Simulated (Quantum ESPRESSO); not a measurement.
The system is AlN.

```xyz
2
Lattice="0.0000 2.1840 2.1840 2.1840 0.0000 2.1840 2.1840 2.1840 0.0000" Properties=species:S:1:pos:R:3 pbc="T T T"
Al    0.0000    0.0000    0.0000
N     1.0920    1.0920    1.0920
```

Measurements of this composition are mostly on another form, of space group No. 186.

Base run:

| Quantity | Value |
| --- | --- |
| Program | Quantum ESPRESSO 7.5 |
| Functional | AM05 |
| Potentials or basis | GBRV 1.5 PBE |
| Cutoff | 612 eV |
| Density cutoff | 4898 eV |
| k mesh | 8 × 8 × 8, shifted |
| Occupations | fermi-dirac, width 0.05 eV |
| Spin | no spin polarisation |

Its results: pressure 2.5 GPa; electronic dielectric tensor (diagonal) 4.67.

After a change of settings the same cell gave: pressure 5.4 GPa; electronic dielectric tensor (diagonal) 4.58. Which change was it?
A. functional from AM05 to PBE
B. functional from AM05 to PBEsol; potentials or basis from GBRV 1.5 PBE to GBRV 1.5 PBEsol
C. functional from AM05 to LDA; potentials or basis from GBRV 1.5 PBE to GBRV 1.5 LDA
D. functional from AM05 to BLYP

A.

PBE binds less tightly than AM05, so the same cell stands under more pressure.

Caveats: the potentials were made for another functional, which shifts forces and pressure (some runs); the cell is more than 3 GPa from zero pressure, which shifts response properties (some runs).
